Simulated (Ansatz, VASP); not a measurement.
# Two plane-wave programs on Pt

File INCAR:

```
SYSTEM = Pt
PREC = Accurate
ENCUT = 520
EDIFF = 1E-6
ISMEAR = 0
SIGMA = 0.15
LREAL = .FALSE.
LASPH = .TRUE.
NELM = 100
ALGO = Fast
ISIF = 2
LWAVE = .FALSE.
LCHARG = .FALSE.
GGA = PE
NBANDS = 17
```

KPOINTS

```
Automatic mesh
0
G
  18 18 10
  0 0 0
```

POSCAR

```
Pt
1.0
    2.7585396147      0.0000000000      0.0000000000
   -1.3792698074      2.3889653837      0.0000000000
    0.0000000000      0.0000000000      5.0205000000
Pt
2
Direct
    0.6666666667      0.3333333333      0.7500000000
    0.3333333333      0.6666666667      0.2500000000
```

Input for Ansatz:

```yaml
crystal:
  lattice:
    - [2.7585396147, 0.0, 0.0]
    - [-1.3792698074, 2.3889653837, 0.0]
    - [0.0, 0.0, 5.0205]
  atoms:
    - { symbol: Pt, position: [0.6666666667, 0.3333333333, 0.75] }
    - { symbol: Pt, position: [0.3333333333, 0.6666666667, 0.25] }
basis:
  ecutwfc: 420
kpoints:
  mp_grid: { grid: [18, 18, 10] }
hamiltonian:
  xc: pbe
scf:
  occupations: { method: gaussian, width: 0.15 }
output:
  forces: true
  stress: true
  eigenvalues: true
```

Alike in both runs: task single point; functional PBE; k mesh 18 × 18 × 10; occupations gaussian, width 0.15 eV; no spin polarisation.

```csv
,VASP,Ansatz
version,VASP 6.6.1,Ansatz 0.2.0
potentials or method,"VASP PAW PBE potentials, release 64 (Pt)","scalar-relativistic, plane waves, PAW"
plane-wave cutoff (eV),520,420
valence electrons in the cell,20,36
```

Ansatz gave:

- gap on the k mesh at the Fermi level (eV): none
- pressure (GPa): -8.7
- largest component of the traceless stress (GPa): 4.47

Question: Which values does VASP return?

Answer: gap on the k mesh at the Fermi level (eV): none; pressure (GPa): -9.1; largest component of the traceless stress (GPa): 4.52.

A gap of «none» marks a metal or a gap that the smearing closes. The two sets of potentials don't hold the same shells in valence.

The runs have no spin-orbit coupling, so splittings on Pt are missing.
